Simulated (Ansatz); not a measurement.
Phases of P at 270 GPa

Structure types of P are relaxed in primitive cells with their symmetry kept at 270 GPa, first on PAW files, then by LAPW. The enthalpy is E + pV at zero temperature, without zero-point motion. Only the types listed were tried, and differences under about 5 meV/atom are mesh noise. The real phase may be another.

All numbers are PBE results (scalar-relativistic) from Ansatz 0.2.0, with Fermi–Dirac smearing of 0.1 eV, no spin polarisation. Methods: LAPW: all electrons, basis error target 0.5 meV/atom; PAW: frozen-core files, cutoff 420 eV.

k meshes: fcc 21×21×21, bcc 22×22×22, hcp 20×20×11, simple hexagonal 21×21×19, omega 11×11×15, sc 19×19×19.

Q: Order the types by LAPW enthalpy, lowest first.
A. simple hexagonal
B. sc
C. fcc
D. bcc
E. hcp
F. omega

A: D (0 meV/atom), F (13 meV/atom), E (29 meV/atom), A (45 meV/atom), C (185 meV/atom), B (555 meV/atom).

```tsv
start type	ends as	a, b, c (Å)	V (Å³/atom)	H − H(lowest), LAPW (meV/atom)	same, PAW
fcc	fcc, Fm-3m	3.048, 3.048, 3.048	7.08	185.2	183.1
bcc	bcc, Im-3m	2.431, 2.431, 2.431	7.18	0.0	0.0
hcp	hcp, P6_3/mmc	2.163, 2.163, 3.469	7.03	29.1	27.1
simple hexagonal	simple hexagonal, P6/mmm	2.066, 2.066, 1.987	7.34	44.7	49.7
omega	omega, P6/mmm	3.459, 3.459, 2.082	7.19	13.1	13.8
sc	sc, Pm-3m	1.985, 1.985, 1.985	7.82	555.4	564.9
```

Q: Split the lead of bcc over omega into energy and pV.

A: For omega less bcc: ΔE = -2.3 meV/atom, and p·ΔV = 270 GPa × +0.0091 Å³ × 6.242 meV/(GPa·Å³) = +15.4 meV/atom, together 13.1 meV/atom. bcc wins by its smaller volume, against the internal energy.
